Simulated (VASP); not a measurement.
Set up this calculation in VASP 6.6.1, as the native input.

```
Task                   : band structure
Functional             : PBE
Potentials or basis    : VASP PAW PBE potentials, release 64 (Ti, O)
Cutoff                 : 500 eV
k mesh                 : 8 × 8 × 4
Occupations            : fermi-dirac, width 0.05 eV
Spin                   : no spin polarisation
Further INCAR settings : ALGO = Normal; EDIFF = 1e-06; NBANDS = 44
```

The structure of TiO2 lies in POSCAR:

```
TiO2
1.0
    6.1535771931     -1.8834685000      0.0000000000
    6.1535771931      1.8834685000      0.0000000000
   -1.9283261078      0.0000000000      6.3289668713
Ti O
4 8
Direct
    0.9000710000      0.9000710000      0.2896020000
    0.1952860000      0.1952860000      0.2837620000
    0.0999290000      0.0999290000      0.7103980000
    0.8047140000      0.8047140000      0.7162380000
    0.3619310000      0.3619310000      0.2933970000
    0.2634885000      0.2634885000      0.6525000000
    0.8671885000      0.8671885000      0.9952910000
    0.7365115000      0.7365115000      0.3475000000
    0.9416475000      0.9416475000      0.6300210000
    0.1328115000      0.1328115000      0.0047090000
    0.6380690000      0.6380690000      0.7066030000
    0.0583525000      0.0583525000      0.3699790000
```

The cell comes from a database or a generator and needn't be the stable form of this composition.

One way to write it, as run:

INCAR

```
  ALGO = Normal
  EDIFF = 1E-6
  ENCUT = 500
  GGA = PE
  ISIF = 2
  ISMEAR = -1
  LASPH = True
  LCHARG = False
  LMAXMIX = 4
  LREAL = False
  LWAVE = False
  NBANDS = 44
  NELM = 80
  PREC = Accurate
  SIGMA = 0.05
```

KPOINTS

```
k-points
0
Gamma
  8 8 4
```

KPOINTS_OPT

```
path GYFLI,I1ZF1,YX1,XGN,MG
15
line-mode
reciprocal
 0.0000000000  0.0000000000  0.0000000000  G
 0.5000000000  0.5000000000  1.0000000000  Y

 0.5000000000  0.5000000000  1.0000000000  Y
-0.9361180477 -0.9361180477  2.1067149013  F

-0.9361180477 -0.9361180477  2.1067149013  F
 0.5000000000  0.5000000000  0.5000000000  L

 0.5000000000  0.5000000000  0.5000000000  L
 0.2894712774  0.7105287226  0.5000000000  I

-0.2894712774  0.2894712774 -0.5000000000  I1
 0.0000000000  0.0000000000 -0.5000000000  Z

 0.0000000000  0.0000000000 -0.5000000000  Z
 1.9361180477  1.9361180477 -1.1067149013  F1

 0.5000000000  0.5000000000  1.0000000000  Y
 0.3919103315  0.6080896685  1.0000000000  X1

-0.3919103315  0.3919103315  0.0000000000  X
 0.0000000000  0.0000000000  0.0000000000  G

 0.0000000000  0.0000000000  0.0000000000  G
 0.0000000000  0.5000000000  0.5000000000  N

 0.0000000000  0.5000000000  0.0000000000  M
 0.0000000000  0.0000000000  0.0000000000  G
```

Potentials or basis: VASP PAW PBE potentials, release 64 (Ti, O).

Run with:

```console
$ cat potpaw_PBE.64/Ti/POTCAR potpaw_PBE.64/O/POTCAR > POTCAR
$ mpirun -np 1 vasp_std > vasp.out
```

Results of the run:

```yaml
Pressure: 1.9 GPa
Largest_force: 0.474 eV/Å
Band_gap_on_the_k_mesh: 2.56 eV, indirect (least direct gap 2.72 eV)
Band_gap_along_the_path: 2.55 eV, indirect (least direct gap 2.70 eV)
```

Run time: 26 min on 1 thread of Intel(R) Xeon(R) Platinum 8488C (Sapphire Rapids), with other jobs on the host, peak memory 0.72 GiB.
